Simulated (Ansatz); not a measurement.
# WS2: the cost of one run

Method: DFT PBEsol, scalar-relativistic, plane waves, PAW, in Ansatz 0.2.0.

3 further runs of the same task are left out: 3 set aside as unsound or not needed.

## 1. The structure to begin with

The structure is hexagonal, space group P-6m2 (No. 187). The conventional cell has a = 3.146 Å, b = 3.146 Å, c = 16.953 Å, α = 90.00°, β = 90.00°, γ = 120.00°. W (site symmetry -6m2) has 6 S at 2.40 Å as nearest neighbours. S (site symmetry 3m) is surrounded by 3 W at 2.40 Å.

As a file:

```cif
data_structure
_symmetry_space_group_name_H-M 'P-6m2'
_symmetry_Int_Tables_number 187
_cell_length_a 3.1458
_cell_length_b 3.1458
_cell_length_c 16.9534
_cell_angle_alpha 90.000
_cell_angle_beta 90.000
_cell_angle_gamma 120.000
_cell_volume 145.29
loop_
_atom_site_label
_atom_site_type_symbol
_atom_site_symmetry_multiplicity
_atom_site_Wyckoff_symbol
_atom_site_fract_x
_atom_site_fract_y
_atom_site_fract_z
_atom_site_occupancy
W1 W 1 c 0.33333 0.66667 0.00000 1
S1 S 2 i 0.66667 0.33333 0.90758 1
```

It goes back to an entry of the Materials Project, which need not be the stable form.

This cell was relaxed beforehand with the same method: volume 48.43 Å³/atom, gap on the mesh 1.94 eV.

## 2. The reference cell

The reference gives a free energy of -12029.0546 eV, pressure -0.01 GPa, largest force 0.002 eV/Å and gap on the mesh 1.94 eV. It was computed beforehand with the settings of the runs below.

## 3. The scan: energy and stress against strain

The cell is strained by ε times the Voigt pattern (1, 0, 0, 0, 0, 0) (xx, yy, zz, yz, xz, xy; engineering shear), with fractional coordinates fixed (clamped ions). The stress on the pattern is the sum of the stress components weighted by it, tension positive.

## 4. At ε = -0.1500

input.yaml reads:

```yaml
crystal:
  lattice:
    - [2.6739097783, 0.0, 0.0]
    - [-1.3369548892, 2.7243221123, 0.0]
    - [0.0, 0.0, 16.9534209708]
  atoms:
    - { symbol: W, position: [0.3333333333, 0.6666666667, 0.0] }
    - { symbol: S, position: [0.6666666667, 0.3333333333, 0.907576148] }
    - { symbol: S, position: [0.6666666667, 0.3333333333, 0.092423852] }
basis:
  ecutwfc: 420
kpoints:
  mp_grid: { grid: [12, 12, 2] }
hamiltonian:
  xc: pbesol
scf:
  occupations: { method: gaussian, width: 0.05 }
output:
  forces: true
  stress: true
  eigenvalues: true
```

Run with:

```
$ ansatz run input.yaml --threads 1 --pin off --max-ram 2560MiB --backend cpu --events-out ev --progress --plain --runs-dir out
```

**Question.** How long does this run take on 1 thread of Arm Neoverse V2, shared host, and how much memory does it need?

About 17 s, with a peak of 0.41 GiB.
